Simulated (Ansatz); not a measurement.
# HgSe: the cost of one run

Computed with Ansatz 0.2.0 (DFT PBE, scalar-relativistic, plane waves, PAW, unless a step's input says otherwise).

6 further runs of the same task are left out: 2 that didn't finish, 4 set aside as unsound or not needed.

## 1. Starting point

It takes space group F-43m (No. 216, cubic). Conventional cell: a = 6.260 Å, b = 6.260 Å, c = 6.260 Å, α = 90.00°, β = 90.00°, γ = 90.00°. Around Hg (site symmetry -43m) lie 4 Se at 2.71 Å. Se (site symmetry -43m) has 4 Hg at 2.71 Å as nearest neighbours.

As a file:

```cif
data_structure
_symmetry_space_group_name_H-M 'F-43m'
_symmetry_Int_Tables_number 216
_cell_length_a 6.2603
_cell_length_b 6.2603
_cell_length_c 6.2603
_cell_angle_alpha 90.000
_cell_angle_beta 90.000
_cell_angle_gamma 90.000
_cell_volume 245.34
loop_
_atom_site_label
_atom_site_type_symbol
_atom_site_symmetry_multiplicity
_atom_site_Wyckoff_symbol
_atom_site_fract_x
_atom_site_fract_y
_atom_site_fract_z
_atom_site_occupancy
Hg1 Hg 4 a 0.00000 0.00000 0.00000 1
Se1 Se 4 d 0.25000 0.25000 0.75000 1
```

This cell was relaxed beforehand with the same method: volume 30.67 Å³/atom, gap on the mesh none (metal).

## 2. Static run: bands, density of states and charges

The input, input.yaml:

```yaml
crystal:
  lattice:
    - [0.0, 3.1301276995, 3.1301276995]
    - [3.1301276995, 0.0, 3.1301276995]
    - [3.1301276995, 3.1301276995, 0.0]
  atoms:
    - { symbol: Hg, position: [0.0, 0.0, 0.0] }
    - { symbol: Se, position: [0.25, 0.25, 0.25] }
basis:
  ecutwfc: 420
kpoints:
  mp_grid: { grid: [12, 12, 12] }
  band_path:
    path:
      - [[0.0, 0.0, 0.0], [-0.5, -0.5, 0.0], [-0.375, -0.375, 0.25]]
      - [[-0.375, 0.0, 0.375], [0.0, 0.0, 0.0], [0.0, 0.0, 0.5], [-0.5, -0.25, 0.25], [-0.5, -0.5, 0.0]]
    npoints: 14
hamiltonian:
  xc: pbe
scf:
  occupations: { method: gaussian, width: 0.1 }
  n_extra_bands: 6
output:
  forces: true
  stress: true
  eigenvalues: true
  populations: true
  dos: { projected: true, de: 0.02, nscf_kmesh: { grid: [18, 18, 18] } }
  bader: true
```

Run with:

```console
$ ansatz run input.yaml --threads 1 --pin off --max-ram 2560MiB --backend cpu --events-out ev --progress --plain --runs-dir out
```

What time and memory should one allow on 1 thread of Arm Neoverse V1, shared host?

About 47 s, with a peak of 0.41 GiB.
